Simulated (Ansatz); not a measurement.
**TiAl3: biaxial strain in the a-b plane**

A series on TiAl3: biaxial strain in the a-b plane, -3 to +3 %; the length and tilt of c and the atoms relax. Wanted: energy, stress and any gap along the series.

Method: DFT r2SCAN, scalar-relativistic, plane waves, PAW, in Ansatz 0.2.0.

2 further runs of the same task are left out: 2 set aside as unsound or not needed.

## (1) The structure to begin with

Symmetry: I4/mmm, No. 139, tetragonal system. The conventional cell has a = 3.824 Å, b = 3.824 Å, c = 8.564 Å, α = 90.00°, β = 90.00°, γ = 90.00°. Ti (site symmetry 4/mmm) is surrounded by 12 Al at 2.70 to 2.87 Å. Around Al (site symmetry 4/mmm) lie 4 Ti at 2.70 Å and 8 Al at 2.87 Å. Al (site symmetry -4m2) has 8 Al at 2.70 to 2.87 Å and 4 Ti at 2.87 Å as nearest neighbours.

Coordinates:

```
Ti Al
1.0
     3.82400    0.00000    0.00000
     0.00000    3.82400    0.00000
     0.00000    0.00000    8.56383
Ti Al
2 6
Direct
  0.00000 0.00000 0.00000
  0.50000 0.50000 0.50000
  0.50000 0.50000 0.00000
  0.00000 0.50000 0.25000
  0.50000 0.00000 0.25000
  0.00000 0.00000 0.50000
  0.50000 0.00000 0.75000
  0.00000 0.50000 0.75000
```

It goes back to an entry of the Materials Project, which need not be the stable form.

## (2) Reference cell for the strains

The input, input.yaml:

```yaml
crystal:
  lattice:
    - [3.8240007105, 0.0, 0.0]
    - [0.0, 3.8240007105, 0.0]
    - [0.0, 0.0, 8.563830076]
  atoms:
    - { symbol: Ti, position: [0.0, 0.0, 0.0] }
    - { symbol: Ti, position: [0.5, 0.5, 0.5] }
    - { symbol: Al, position: [0.5, 0.5, 0.0] }
    - { symbol: Al, position: [0.0, 0.5, 0.25] }
    - { symbol: Al, position: [0.5, 0.0, 0.25] }
    - { symbol: Al, position: [0.0, 0.0, 0.5] }
    - { symbol: Al, position: [0.5, 0.0, 0.75] }
    - { symbol: Al, position: [0.0, 0.5, 0.75] }
basis:
  ecutwfc: 500
kpoints:
  mp_grid: { grid: [10, 10, 4] }
hamiltonian:
  xc: r2scan
scf:
  occupations: { method: gaussian, width: 0.1 }
output:
  forces: true
  stress: true
  eigenvalues: true
  write_density: true
  write_potential: true
  elf: true
  volumetric_format: npy
```

On the command line:

```bash
$ ansatz run input.yaml --threads 1 --pin off --max-ram 2560MiB --backend cpu --events-out ev --progress --plain --runs-dir out
```

The session goes on with these runs: strain -1.0 %; At +1.0 %; strain -2.0 %; At +2.0 %; At -3.0 %; strain +3.0 %.

**Question.** What will these runs give? Wanted: (1/V) d²E/dε² at zero strain, cubic fit; strain of the free axis c per applied strain.

The runs gave:

```
                                    quantity                    value
                         largest energy cost  26.9 meV/atom at -3.0 %
     (1/V) d²E/dε² at zero strain, cubic fit                  574 GPa
strain of the free axis c per applied strain                    -0.39
```

The curvature of the energy, 574 GPa, is twice the biaxial modulus. Compression by 3 % costs 26.9 meV/atom and stretching 23.5. The free axis c moves against the applied strain (factor -0.39).
